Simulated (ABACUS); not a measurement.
NaCl:

```
CELL_PARAMETERS angstrom
0.00000 2.79406 2.79406
2.79406 0.00000 2.79406
2.79406 2.79406 0.00000
ATOMIC_POSITIONS crystal
Cl 0.50000 0.50000 0.50000
Na 0.00000 0.00000 0.00000
```

The cell is a database's computed one.

Base run:

| Quantity | Value |
| --- | --- |
| Program | ABACUS 3.10.1 |
| Functional | LDA |
| Potentials or basis | PseudoDojo NC SR 0.4.1 LDA stringent |
| Cutoff | 1211 eV |
| Density cutoff | 4844 eV |
| Basis | plane waves |
| k mesh | 6 × 6 × 6 |
| Occupations | fermi-dirac, width 0.05 eV |
| Spin | no spin polarisation |

Its results: band gap on the k mesh 4.80 eV, direct; pressure -1.8 GPa.

Task: The run is repeated on the same cell with these changes: functional from LDA to OLYP; potentials or basis from PseudoDojo NC SR 0.4.1 LDA stringent to GBRV ultrasoft 1.5 PBE; cutoff from 1211 eV to 544 eV; density cutoff from 4844 eV to 4354 eV. What comes out?

Result: Band gap on the k mesh 6.01 eV, direct; pressure 4.6 GPa.

Caveats: the potentials were made for another functional, which shifts forces and pressure (some runs).

